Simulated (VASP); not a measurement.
Here is a VASP 6.6.1 calculation.

Contents of POSCAR:

```
Si
1.0
    3.5194798818      2.0319726572      6.0021285994
   -3.5194798818      2.0319726572      6.0021285994
    0.0000000000     -4.0639453143      6.0021285994
Si
12
Direct
    0.0101900000      0.6536100000      0.0101900000
    0.0101900000      0.0101900000      0.6536100000
    0.6536100000      0.0101900000      0.0101900000
    0.9898100000      0.3463900000      0.9898100000
    0.3463900000      0.9898100000      0.9898100000
    0.9898100000      0.9898100000      0.3463900000
    0.2211800000      0.6306000000      0.2211800000
    0.2211800000      0.2211800000      0.6306000000
    0.6306000000      0.2211800000      0.2211800000
    0.7788200000      0.3694000000      0.7788200000
    0.3694000000      0.7788200000      0.7788200000
    0.7788200000      0.7788200000      0.3694000000
```

The input INCAR.step1:

```
SYSTEM = Si
PREC     = Accurate       ! precision mode
ENCUT    = 520            ! plane-wave cutoff, eV
ISMEAR   = 0              ! smearing method
SIGMA    = 0.1            ! smearing width, eV
LREAL    = .False.        ! projectors in reciprocal space
LASPH    = .True.         ! aspherical terms in the spheres
NELM     = 100            ! most SCF steps
NBANDS   = 36             ! bands
GGA      = PE             ! functional
ALGO     = Normal         ! electronic algorithm
EDIFF    = 1E-4           ! SCF threshold, eV
LWAVE    = .True.         ! write WAVECAR
LCHARG   = .False.        ! write CHGCAR
```

File INCAR.step2:

```
SYSTEM = Si
PREC     = Accurate       ! precision mode
ENCUT    = 520            ! plane-wave cutoff, eV
EDIFF    = 1E-7           ! SCF threshold, eV
ISMEAR   = 0              ! smearing method
SIGMA    = 0.1            ! smearing width, eV
LREAL    = .False.        ! projectors in reciprocal space
LASPH    = .True.         ! aspherical terms in the spheres
NELM     = 100            ! most SCF steps
ALGO     = Normal         ! electronic algorithm
ISIF     = 2              ! what is computed and relaxed
LWAVE    = .False.        ! write WAVECAR
LCHARG   = .False.        ! write CHGCAR
METAGGA  = R2SCAN         ! meta-GGA
LMIXTAU  = .True.       
NBANDS   = 36             ! bands
ISTART   = 1
```

Contents of KPOINTS:

```
regular mesh
0
Gamma
  3 3 3
  0 0 0
```

Potentials or basis: VASP PAW PBE potentials, release 64 (Si).

Command:

```console
$ cat potpaw_PBE.64/Si/POTCAR > POTCAR
$ cp INCAR.step1 INCAR
$ mpirun -np 1 vasp_std > vasp.out
$ cp INCAR.step2 INCAR
$ mpirun -np 1 vasp_std > vasp.out
```

Question: Predict the largest force.

Answer: 0.348 eV/Å.

Question: What does it give for the band gap on the k mesh?

Answer: None (metal or under the smearing width).

Stress tensor (GPa, compression positive):
```
-4.76  0.00  0.00
 0.00 -4.76  0.00
 0.00  0.00 -0.58
```

Caveat: the k mesh is coarse (spacing up to 0.36 Å⁻¹), so the values aren't converged; the PAW data sets were made with another functional, which shifts forces and pressure a little.
